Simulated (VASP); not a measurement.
Input:

```
CELL_PARAMETERS angstrom
      6.34228     0.00000     0.00000
      0.00000     6.34228     0.00000
      0.00000     0.00000     6.34228
ATOMIC_POSITIONS crystal
  Cs 0.50000 0.50000 0.50000
  Pb 0.00000 0.00000 0.00000
  I  0.00000 0.00000 0.50000
  I  0.50000 0.00000 0.00000
  I  0.00000 0.50000 0.00000
```

Method: HSE06 screened hybrid, VASP's PBE PAW potentials (set 64) (plane waves; VASP). Settings: 300 eV cut-off, 3×3×3 Γ-centred mesh, Gaussian smearing of 0.010 eV, potentials Cs_sv Pb_d I.

Task: Estimate the energy per atom (σ→0).

Result: 
| Quantity | Value |
|---|---|
| energy per atom (σ→0) | -3.377 eV/atom |

The absolute energy has meaning only against runs of the same code, potentials and settings.

The structure comes from a computed database's CsPbI3 entry; how it stands against other phases isn't given here. The cell was not relaxed at this level.
